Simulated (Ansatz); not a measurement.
# Zr in Ansatz: settings compared

The runs below take Zr through relaxation of the atoms, with PBE, PBE+D3(BJ), PBE+D3(BJ)-ATM, PBE+D4.

Program: Ansatz 0.2.0. These are calculated values, not measurements. Logs are shortened: lines on timing, memory, paths and dates and some standing lists are left out, and cuts for length are marked.

## Step 1: The cell of the first run

The cell holds a slab with vacuum, 5 atoms: a = 3.189 Å, b = 3.189 Å, c = 25.415 Å, α = 90.00°, β = 90.00°, γ = 120.00°.

The slab is cut from a database's or a generator's crystal, which needn't be the stable form of the element.

## Step 2: Relaxation of the atoms, PBE (the (1 1 1) slab of Zr, cut from the database cell, not relaxed)

The input, input.yaml:

```yaml
crystal:
  lattice:
    - [3.1890515832, 0.0, 0.0]
    - [-1.5945257916, 2.761799685, 0.0]
    - [0.0, 0.0, 25.4153988562]
  atoms:
    - { symbol: Zr, position: [0.6666666667, 0.3333333333, 0.295096687] }
    - { symbol: Zr, position: [0.3333333333, 0.6666666667, 0.3975483435] }
    - { symbol: Zr, position: [0.0, 0.0, 0.5] }
    - { symbol: Zr, position: [0.6666666667, 0.3333333333, 0.6024516565] }
    - { symbol: Zr, position: [0.3333333333, 0.6666666667, 0.704903313] }
hamiltonian:
  xc: pbe
  pseudopotentials: { kind: paw }
kpoints:
  mp_grid: { grid: [10, 10, 1] }
scf:
  occupations: { method: fermi_dirac, width: 0.05 }
output:
  forces: true
  eigenvalues: true
  write_density: true
  write_potential: true
  elf: true
  volumetric_format: npy
relax:
  f_tol: 0.02
  max_steps: 40
  constraints: [{ sites: [0, 1] }]
efield:
  axis: 3
  dipole_correction: true
  ramp_width: 0.04
```

Potentials or basis: Ansatz PAW.

Started as:

```console
$ ansatz run input.yaml --threads 4 --pin off --max-ram 11264MiB --backend cpu --events-out ev --progress --plain --runs-dir out
```

Standard output:

```text
Warning: RAYON_NUM_THREADS=4 ignored (pool sized by the plan → 4); use --threads N
Engine: ansatz 0.2.0, aarch64-unknown-linux-gnu
Pseudopotentials: kind: paw
Pseudopotential: Zr, paw, valence charge 12, recommended cutoff 420 eV (normal), Zr.paw.azcp
Functional definition: PBE
  parameter kappa = 0.804
  parameter beta = 0.06672455060314922
  exchange = pbe_x(kappa = kappa, mu = beta*pi^2/3)
  correlation = pbe_c(beta = beta)
Crystal: 5 atoms, lattice volume = 223.847 Å³
Basis set: ecut = 420 eV, 4429 PW (Γ), exchange–correlation on 48×48×360 points (8 copies of the dense FFT grid, shifted against one another)
Bands: 36, of which v1, the nominal top of the filled ones, is band 30 counted from 1 (29 counted from 0)
Symmetry: 6 space group operations
k-points: 14 of 100 (time reversal used)
Non-local potential: Zr, projectors of the file, l = 0: 3, l = 1: 2, l = 2: 2, l = 3: 2
PAW form: soft (Blöchl's): semilocal exchange-correlation on the pseudo side does not see the compensation charge
PAW one-centre angular grid: Zr, 590 points (default); XC on 64 Gauss nodes
Initial density: superposition of atomic densities (neutral atoms: chi_scale 0, normalization atom), corrected by the library's trained network
Initial wavefunctions: pseudopotential atomic-orbital guess
Functional: x = pbe(κ = 0.804, μ = 0.2195149727645171), c = pbe(β = 0.06672455060314922)
SCF iter   1: F=—  HF=-20917.326245 eV  |F-HF|=—  |Δ(HF+E_count)|=         —  Δρ=5.69e-3  dr2=2.14e0  ethr=1.77e-3  p=-0.000 e·Å  D=-2.59e-14 V/Å  ΔV_dip=0.00 eV  dr2_dipole=4.16e-7  V_vac-E_F(+/−)=4.21/4.21 eV  ⟨swp⟩=7.8  Hψ=2217  notcnv=0
efield: sawtooth ramp at fractional position 0.9800 (placed from the atoms, in the widest stretch of the axis that holds none; the zero of the levels goes with the place), width 0.0400; the density the first Hamiltonian is built on has a dipole p = -0.000 e·Å; the dipole correction subtracts the counter field D = -2.59e-14 V/Å, which shifts the + side's vacuum level by +0.00 eV against the − side's; the planar-averaged density in the ramp window peaks in size at 6.3e-5 e/Å³
preconditioner: auto → LDOS  [metal: Δε(μ)=0.060 eV  Ē_g=2.293 eV  σ=0.050 eV  W_gap=0.27  n_scr=16 (ndim 8)  ℏωp=11.1 eV  f_vac=0.419  D(μ)=8.16/eV (n_scr^D=74)  β→1.0]
SCF iter   2: F=—  HF=-20917.301069 eV  |F-HF|=—  |Δ(HF+E_count)|=   2.52e-2  Δρ=1.64e-3  dr2=7.94e-2  ethr=1.77e-3  p=-0.000 e·Å  D=-1.18e-5 V/Å  ΔV_dip=0.00 eV  dr2_dipole=1.75e-7  V_vac-E_F(+/−)=4.15/4.15 eV  ⟨swp⟩=1.1  Hψ=618  notcnv=0
SCF iter   3: F=—  HF=-20917.299342 eV  |F-HF|=—  |Δ(HF+E_count)|=   1.73e-3  Δρ=6.43e-4  dr2=1.14e-2  ethr=1.32e-4  p=0.000 e·Å  D=1.13e-5 V/Å  ΔV_dip=-0.00 eV  dr2_dipole=4.78e-7  V_vac-E_F(+/−)=4.25/4.25 eV  ⟨swp⟩=1.9  Hψ=548  notcnv=0
SCF iter   4: F=—  HF=-20917.299563 eV  |F-HF|=—  |Δ(HF+E_count)|=   2.21e-4  Δρ=1.84e-4  dr2=6.00e-4  ethr=1.90e-5  p=0.000 e·Å  D=2.56e-6 V/Å  ΔV_dip=-0.00 eV  dr2_dipole=3.68e-8  V_vac-E_F(+/−)=4.25/4.25 eV  ⟨swp⟩=1.2  Hψ=511  notcnv=0
SCF iter   5: F=—  HF=-20917.299443 eV  |F-HF|=—  |Δ(HF+E_count)|=   1.20e-4  Δρ=4.50e-5  dr2=7.79e-6  ethr=1.00e-6  p=0.000 e·Å  D=3.28e-6 V/Å  ΔV_dip=-0.00 eV  dr2_dipole=6.92e-10  V_vac-E_F(+/−)=4.27/4.27 eV  ⟨swp⟩=2.1  Hψ=588  notcnv=0
[... 47 lines left out ...]
Entropy (-TS):   -0.067176 eV (-13.435 meV/atom)
Fermi energy:    5.328921 eV
Dipole field:    D = 0.001969 V/Å  (p = 0.002436 e·Å, saw-weighted, corrected)
Work function:   Φ+ = 4.2164 eV   Φ− = 4.2664 eV
Levels:          The Fermi level and band energies are counted from a zero that moves with the ramp; work functions are not
--- Per-component energies (eV) ---
  E_band       = -1000.617651
  E_kinetic    = 1661.147437
  E_local      = -41620.717973  (includes V_loc(G=0)·N_el)
  E_nonlocal   = 404.515215
  E_hartree    = 19954.050796
  E_xc         = -805.091019
  E_vxc        = -950.374756  (∫ρ·V_xc dr)
  E_paw        = -14771.006539  (= ΣΔE_a)
  E_vpaw       = -403.282313  (= ΣTr[D̂ρ^β])
  E_aug_tail   = 0.000125  (compensation charges beyond the density's cutoff)
  E_efield     = 0.000002  (sawtooth field / dipole correction)
  E_vefield    = -0.000259  (∫n·V_field dr)
  E_ewald      = 14259.843857
  E_smearing   = -0.067176  (= −TS)
  E_closure    = -0.000000  (closes the sum)
  Σ components = -20917.325276   (vs F -20917.325276, Δ=0.00e0)
--- Forces (eV/Å), atoms counted from 1 ---
  atom   1  Zr     0.00000000     0.00000000     0.37449948
  atom   2  Zr    -0.00000000     0.00000000    -0.37379123
  atom   3  Zr     0.00000000     0.00000000    -0.00054246
  atom   4  Zr    -0.00000000    -0.00000000     0.00166385
  atom   5  Zr     0.00000000    -0.00000000    -0.00188537
  max |Σ_I F_I| component: 5.57e-5 eV/Å
--- Band table (eV; the first three rows and the last of 14) ---
  k-point 0: bands = ["-43.6217", "-43.5930", "-43.3232", "-43.2694", "-43.2158", "-21.9202", "-21.8473", "-21.5348", "-21.2356", "-21.2356", "-21.2117", "-21.2117", "-21.2099", "-20.9598", "-20.9536", "-20.9536", "-20.9066", "-20.9066", "-20.8605", "-20.8605", "-0.0106", "0.5852", "1.3809", "2.0103", "2.2994", "5.1451", "5.2222", "5.6587", "5.8172", "6.1015", "6.1278", "6.1278", "6.2648", "6.2648", "6.3574", "6.3574"]
  k-point 1: bands = ["-43.6120", "-43.5830", "-43.3123", "-43.2603", "-43.2086", "-21.8961", "-21.8300", "-21.5331", "-21.3227", "-21.2980", "-21.2534", "-21.2303", "-21.1999", "-21.0262", "-20.9926", "-20.9741", "-20.9423", "-20.9262", "-20.9232", "-20.8735", "0.2722", "0.8599", "1.6530", "2.2909", "2.5816", "5.0135", "5.1360", "5.4597", "5.5605", "5.6702", "5.9445", "6.1068", "6.1822", "6.2600", "6.3701", "6.4463"]
  k-point 2: bands = ["-43.5867", "-43.5566", "-43.2833", "-43.2365", "-43.1902", "-21.8369", "-21.7871", "-21.5639", "-21.5186", "-21.4642", "-21.2997", "-21.2812", "-21.2786", "-21.1893", "-21.1387", "-21.0577", "-21.0263", "-20.9662", "-20.9656", "-20.9087", "1.0275", "1.5664", "2.3089", "2.9402", "3.2668", "4.4637", "4.7145", "4.9172", "5.1121", "5.2158", "5.4557", "5.6499", "5.8771", "6.2120", "6.4625", "6.7528"]
  k-point 13: bands = ["-43.5089", "-43.4752", "-43.1896", "-43.1566", "-43.1442", "-21.8555", "-21.8541", "-21.7296", "-21.7203", "-21.6974", "-21.6812", "-21.5633", "-21.5223", "-21.4320", "-21.4182", "-21.3221", "-21.2674", "-21.1560", "-21.1245", "-21.0801", "3.5595", "3.6277", "3.7300", "3.9225", "4.1352", "4.2099", "4.3221", "4.4931", "4.6650", "5.0955", "5.3052", "5.3660", "5.4925", "5.5352", "5.7749", "5.7968"]
--- Relaxed structure (4 steps of the walk, 4 accepted, 0 SCFs on fresh bases) ---
  F+E_penalty+E_count = -20917.32527574 eV   max|allowed force component| = 1.885e-3 eV/Å
  atoms:
    - { symbol: Zr, position: [0.6666666666666666, 0.3333333333333333, 0.295096687] }
    - { symbol: Zr, position: [0.3333333333333333, 0.6666666666666666, 0.3975483435] }
    - { symbol: Zr, position: [4.64972752788793e-19, -9.297946576101091e-35, 0.5007882666408453] }
    - { symbol: Zr, position: [0.6666666666666666, 0.3333333333333333, 0.6046927921784441] }
    - { symbol: Zr, position: [0.3333333333333333, 0.6666666666666666, 0.7023130618568963] }
```

v_z.tsv:

```text
# z_ang	v_es[eV]	v_tot_of_output_density[eV]	v_field[eV]	v_es_of_output_density[eV]	v_field_of_output_density[eV]
# format = ansatz-planar-average/11
# xc	pbe
# density_cutoff_ev	1680
# datasets	Zr=:simpson_from_first_knot:soft
# lattice	3.189051583	0.000000000	0.000000000
# lattice	-1.594525792	2.761799685	0.000000000
# lattice	0.000000000	0.000000000	25.415398856
# sites	5
# site	40	1.594525792	0.920599895	7.500000001
# site	40	0.000000000	1.841199790	10.103849715
# site	40	0.000000000	-0.000000000	12.727733539
# site	40	1.594525792	0.920599895	15.368508499
# site	40	-0.000000000	1.841199790	17.849566589
0.000000	9.570413e0	9.534751e0	2.010894e-17	9.570312e0	2.133669e-17
0.141197	9.570790e0	9.311735e0	6.289072e-3	9.570704e0	6.673051e-3
0.282393	9.570937e0	9.470618e0	1.257814e-2	9.570867e0	1.334610e-2
0.423590	9.571310e0	9.399491e0	1.886722e-2	9.571257e0	2.001915e-2
0.564787	9.571457e0	9.419457e0	2.253584e-2	9.571419e0	2.391176e-2
0.705983	9.571826e0	9.387318e0	2.227380e-2	9.571805e0	2.363372e-2
[... 172 lines left out ...]
25.133006	9.569887e0	9.333985e0	-1.257814e-2	9.569753e0	-1.334610e-2
25.274202	9.570266e0	9.461552e0	-6.289072e-3	9.570149e0	-6.673051e-3
```

Wall time 14 s (4 threads of Arm Neoverse V1, shared host); peak memory 0.57 GiB.

Results:

```
Free energy                     : -20917.3253 eV
Energy gained by relaxing       : 5.2 meV/atom
Ionic steps                     : 4
Largest force after relaxing    : 0.374 eV/Å
Band gap on the k mesh          : none (metal or under the smearing width)
Work function of the upper face : 4.22 eV
Work function of the lower face : 4.27 eV
Dipole across the slab          : 0.002 e·Å
```

Forces in eV/Å, atoms in the order of the input:
```
Zr   0.000  0.000  0.374
Zr   0.000  0.000 -0.374
Zr   0.000  0.000 -0.001
Zr   0.000  0.000  0.002
Zr   0.000  0.000 -0.002
```

Step by step:
| step | energy change (eV) | largest force (eV/Å) |
| --- | --- | --- |
| 1 | 0.0000 | 0.4287 |
| 2 | -0.0110 | 0.3835 |
| 3 | -0.0257 | 0.3746 |
| 4 | -0.0258 | 0.3745 |

Final structure:
```
CELL_PARAMETERS angstrom
3.18905 0.00000 0.00000
-1.59453 2.76180 0.00000
0.00000 0.00000 25.41540
ATOMIC_POSITIONS crystal
Zr 0.66667 0.33333 0.29510
Zr 0.33333 0.66667 0.39755
Zr 0.00000 0.00000 0.50079
Zr 0.66667 0.33333 0.60469
Zr 0.33333 0.66667 0.70231
```

Levels at points of the mesh, in eV from the Fermi level:
| k point | band 28 | band 29 | band 30 | band 31 | band 32 | band 33 |
| --- | --- | --- | --- | --- | --- | --- |
| (0.00, 0.00, 0.00) | 0.33 | 0.49 | 0.77 | 0.80 | 0.80 | 0.94 |
| (0.00, -0.50, 0.00) | -1.05 | -0.28 | 0.44 | 0.61 | 0.79 | 0.96 |

## Step 3: Relaxation of the atoms, PBE+D3(BJ) (the (1 1 1) slab of Zr, cut from the database cell, not relaxed)

Changes to input.yaml since step 2:

```diff
@@ -14,2 +14,3 @@
   pseudopotentials: { kind: paw }
+  dispersion: d3bj
 kpoints:
@@ -21,6 +22,2 @@
   eigenvalues: true
-  write_density: true
-  write_potential: true
-  elf: true
-  volumetric_format: npy
 relax:
```

Potentials or basis: Ansatz PAW.

Started as:

```console
$ ansatz run input.yaml --threads 4 --pin off --max-ram 11264MiB --backend cpu --events-out ev --progress --plain --runs-dir out
```

Standard output:

```text
Warning: RAYON_NUM_THREADS=4 ignored (pool sized by the plan → 4); use --threads N
[... 6 set-up lines as earlier in the session ...]
[... 98 lines left out ...]
  k-point 1: bands = ["-43.6320", "-43.5968", "-43.3029", "-43.2404", "-43.1732", "-21.9268", "-21.8471", "-21.5540", "-21.3413", "-21.3151", "-21.2751", "-21.2471", "-21.1990", "-21.0197", "-20.9729", "-20.9685", "-20.9085", "-20.8988", "-20.8925", "-20.8435", "0.2318", "0.8457", "1.6458", "2.2763", "2.5399", "5.0094", "5.1547", "5.4342", "5.5405", "5.6504", "5.9276", "6.0928", "6.1775", "6.3047", "6.3085", "6.4324"]
  k-point 2: bands = ["-43.6068", "-43.5702", "-43.2734", "-43.2158", "-43.1558", "-21.8647", "-21.8044", "-21.5872", "-21.5382", "-21.4831", "-21.3213", "-21.2956", "-21.2838", "-21.1829", "-21.1239", "-21.0220", "-21.0217", "-20.9523", "-20.9164", "-20.8774", "0.9901", "1.5499", "2.2982", "2.9179", "3.2268", "4.4416", "4.6811", "4.8731", "5.0847", "5.1788", "5.4347", "5.6529", "5.8828", "6.2024", "6.5308", "6.6381"]
  k-point 13: bands = ["-43.5291", "-43.4883", "-43.1800", "-43.1274", "-43.1170", "-21.8778", "-21.8756", "-21.7491", "-21.7396", "-21.7167", "-21.6945", "-21.5633", "-21.5394", "-21.4348", "-21.4096", "-21.3147", "-21.2514", "-21.1278", "-21.0928", "-21.0412", "3.4943", "3.5455", "3.6845", "3.8663", "4.0618", "4.1551", "4.2302", "4.4649", "4.6387", "5.0850", "5.2874", "5.3467", "5.4709", "5.5179", "5.7696", "5.7996"]
--- Relaxed structure (4 steps of the walk, 4 accepted, 0 SCFs on fresh bases) ---
  F+E_penalty+E_count = -20919.48905839 eV   max|allowed force component| = 9.107e-4 eV/Å
  atoms:
    - { symbol: Zr, position: [0.6666666666666666, 0.3333333333333333, 0.295096687] }
    - { symbol: Zr, position: [0.3333333333333333, 0.6666666666666666, 0.3975483435] }
    - { symbol: Zr, position: [-9.277472785767154e-19, -8.833049247296037e-34, 0.4984271933646632] }
    - { symbol: Zr, position: [0.6666666666666666, 0.3333333333333333, 0.5999703180482465] }
    - { symbol: Zr, position: [0.3333333333333333, 0.6666666666666666, 0.6966029837423677] }
```

Wall time 12 s (4 threads of Arm Neoverse V1, shared host); peak memory 0.56 GiB.

What came out:

```
Free energy                     : -20919.4891 eV
Energy gained by relaxing       : 8.7 meV/atom
Ionic steps                     : 4
Largest force after relaxing    : 0.477 eV/Å
Band gap on the k mesh          : none (metal or under the smearing width)
Work function of the upper face : 4.24 eV
Work function of the lower face : 4.29 eV
Dipole across the slab          : 0.003 e·Å
```

Forces on the atoms (eV/Å):
```
Zr   0.000  0.000  0.477
Zr   0.000  0.000 -0.477
Zr   0.000  0.000  0.000
Zr   0.000  0.000  0.001
Zr   0.000  0.000 -0.001
```

Step by step:
| step | energy change (eV) | largest force (eV/Å) |
| --- | --- | --- |
| 1 | 0.0000 | 0.4945 |
| 2 | -0.0339 | 0.4922 |
| 3 | -0.0435 | 0.4942 |
| 4 | -0.0437 | 0.4772 |

Final structure:
```yaml
crystal:
  lattice:
    - [3.18905, 0.00000, 0.00000]
    - [-1.59453, 2.76180, 0.00000]
    - [0.00000, 0.00000, 25.41540]
  atoms:
    - { symbol: Zr, position: [0.66667, 0.33333, 0.29510] }
    - { symbol: Zr, position: [0.33333, 0.66667, 0.39755] }
    - { symbol: Zr, position: [0.00000, 0.00000, 0.49843] }
    - { symbol: Zr, position: [0.66667, 0.33333, 0.59997] }
    - { symbol: Zr, position: [0.33333, 0.66667, 0.69660] }
```

Levels at points of the mesh, in eV from the Fermi level:
```csv
k point,band 26,band 27,band 28,band 29,band 30,band 31,band 32,band 33,band 34,band 35
"(0.00, 0.00, 0.00)",-0.16,-0.07,0.37,0.59,0.76,0.76,0.89,0.93,0.93,0.98
"(0.00, -0.50, 0.00)",-2.07,-1.70,-1.04,-0.26,0.50,0.67,0.81,0.86,1.28,1.44
```

## Step 4: Relaxation of the atoms, PBE+D3(BJ)-ATM (the (1 1 1) slab of Zr, cut from the database cell, not relaxed)

Changes to input.yaml since step 3:

```diff
@@ -14,3 +14,3 @@
   pseudopotentials: { kind: paw }
-  dispersion: d3bj
+  dispersion: d3bjatm
 kpoints:
```

Started as:

```console
$ ansatz run input.yaml --threads 4 --pin off --max-ram 11264MiB --backend cpu --events-out ev --progress --plain --runs-dir out
```

Wall time 12 s (4 threads of Arm Neoverse V1, shared host); peak memory 0.56 GiB.

It converged, with:

| Quantity | Value |
| --- | --- |
| Free energy | -20919.3743 eV |
| Energy gained by relaxing | 8.3 meV/atom |
| Ionic steps | 4 |
| Largest force after relaxing | 0.471 eV/Å |
| Band gap on the k mesh | none (metal or under the smearing width) |
| Work function of the upper face | 4.24 eV |
| Work function of the lower face | 4.29 eV |
| Dipole across the slab | 0.003 e·Å |

Forces in eV/Å, atoms in the order of the input:
```
Zr   0.000  0.000  0.470
Zr   0.000  0.000 -0.471
Zr   0.000  0.000  0.000
Zr   0.000  0.000  0.001
Zr   0.000  0.000 -0.001
```

The path:
```csv
step,energy change (eV),largest force (eV/Å)
1,0.0000,0.4865
2,-0.0315,0.4844
3,-0.0414,0.4840
4,-0.0415,0.4708
```

Final structure:
```
Zr
1.0
     3.18905    0.00000    0.00000
    -1.59453    2.76180    0.00000
     0.00000    0.00000   25.41540
Zr
5
Cartesian
  1.5945 0.9206 7.5000
  0.0000 1.8412 10.1038
  0.0000 0.0000 12.6728
  1.5945 0.9206 15.2586
  0.0000 1.8412 17.7159
```

Levels at points of the mesh, in eV from the Fermi level:
```csv
k point,band 27,band 28,band 29,band 30,band 31,band 32,band 33,band 34
"(0.00, 0.00, 0.00)",-0.08,0.37,0.58,0.76,0.76,0.88,0.93,0.93
"(0.00, -0.50, 0.00)",-1.70,-1.04,-0.26,0.50,0.67,0.81,0.87,1.28
```

(Part 1 of 2 ends here.)
